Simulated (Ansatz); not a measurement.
# Quadrupolar parameters in H₅ClO₂

The cell is a Materials Project structure (computed, not necessarily an observed phase), atoms as given.

Space group P2_1/c (No. 14); a = 3.9245, b = 11.9843, c = 6.7129 Å, β = 100.91°.

| site | Wyckoff | site symmetry | x | y | z |
| --- | --- | --- | --- | --- | --- |
| H1 | 4e | 1 | 0.2261 | 0.6023 | 0.9066 |
| H5 | 4e | 1 | 0.2179 | 0.4810 | 0.8073 |
| H9 | 4e | 1 | 0.7093 | 0.6936 | 0.5692 |
| H13 | 4e | 1 | 0.4336 | 0.9027 | 0.1534 |
| H17 | 4e | 1 | 0.3802 | 0.8518 | 0.9054 |
| Cl | 4e | 1 | 0.0250 | 0.8269 | 0.6528 |
| O25 | 4e | 1 | 0.3107 | 0.5570 | 0.8043 |
| O29 | 4e | 1 | 0.5580 | 0.6276 | 0.5271 |

One atom of each set is listed.

The numbers come from a DFT calculation in Ansatz (LDA, plane waves and PAW, scalar-relativistic, 420 eV cutoff, Γ-centred 6×2×4 k-points, Fermi–Dirac smearing 0.02 eV).

V_zz is the principal component of the electric field gradient with the largest magnitude, η = (V_xx − V_yy)/V_zz and C_Q = eQV_zz/h.

H-2: I = 1, Q = 2.858 mb; ³⁷Cl: I = 3/2, Q = -63.93 mb; ¹⁷O: I = 5/2, Q = -25.58 mb. Nuclear quadrupole moments: year-2017 set (Pyykkö).

Problem. What field gradients does the calculation give at each kind of site?

Solution. 

```csv
site,atoms,first shell,V_zz (10²¹ V/m²),η,C_Q (MHz)
H1,4,1 O at 0.98 Å; also 1 Cl at 2.14 Å,3.62,0.14,0.250
H5,4,1 O at 0.98 Å; also 1 Cl at 2.12 Å,3.59,0.14,0.248
H9,4,1 O at 1.00 Å; also 1 Cl at 2.04 Å,3.09,0.12,0.214
H13,4,"2 O at 1.12–1.30 Å, angle 175°",0.90,0.29,0.062
H17,4,1 O at 1.00 Å; also 1 Cl at 2.00 Å,3.00,0.12,0.208
Cl,4,4 H at 2.00–2.14 Å; also 4 O at 3.00–3.11 Å,2.82,0.69,-4.36
O25,4,3 H at 0.98–1.30 Å,-14.68,0.52,9.08
O29,4,3 H at 1.00–1.12 Å,-12.28,0.42,7.60
```

At H1, H5, H9 and H17 V_zz points along its bond to O (within 2°) in each case. At O25 and O29 V_zz stands upright on the plane through its three neighbours (within 8°) in each case. At H13 V_zz points along the shorter of its two bonds, to O (within 2°).

The largest force is 0.7 eV/Å, so the atoms aren't at the calculated equilibrium and relaxing them would move these values. The lattice is static: at room temperature water may turn and average the couplings of its hydrogen.
